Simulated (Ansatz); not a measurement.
## Ge under changes of volume

One of the cells (22.639 Å³/atom); the others are scaled copies at fixed shape and fractional positions:

```
Ge
1.0
     0.00000    2.82891    2.82891
     2.82891    0.00000    2.82891
     2.82891    2.82891    0.00000
Ge
2
Direct
  0.75000 0.75000 0.75000
  0.50000 0.50000 0.50000
```

```yaml
Program: Ansatz 0.2.0
Functional: revPBE
Dispersion: D3(BJ)
Potentials_or_basis: Ansatz PAW
Cutoff: "420 eV (not typed: the program's choice for these potentials)"
k_mesh: 8 × 8 × 8
Occupations: fermi-dirac, width 0.05 eV
Spin: no spin polarisation
```

```csv
volume (Å³/atom),energy over the lowest point (meV/atom),pressure (GPa),gap on the mesh (eV)
21.281,26.11,5.7,0.43
21.733,?,?,?
22.186,4.26,2.2,0.29
22.639,0.26,0.7,0.11
23.092,0.00,-0.5,none
23.545,3.09,-1.6,none
23.997,9.15,-2.6,none
```

Q: What does the run at 21.733 Å³/atom give?

A: Energy over the lowest point 12.67 meV/atom; pressure 3.8 GPa; gap on the mesh 0.36 eV.

Worked out: A Birch-Murnaghan fit of order 3 (a polynomial in V^(-2/3)) to the other rows has its minimum at 22.89 Å³/atom with B0 = V·E''(V) = 63 GPa and B' = 5.8. It gives 12.72 meV/atom at 21.733 Å³/atom, against the run's 12.67, and -dE/dV = 3.8 GPa, against 3.8.

Energies are extrapolated to zero smearing.

Caveats: the PAW data sets come from PBE, with cores solved anew for the run's functional, which leaves a small shift of forces and pressure; pairwise dispersion overbinds metals, which lowers pressure and volume (some runs).

A mesh can miss the band edges. Spin-orbit coupling on Ge is left out.

A gap of «none» marks a metal or a gap under the smearing width.
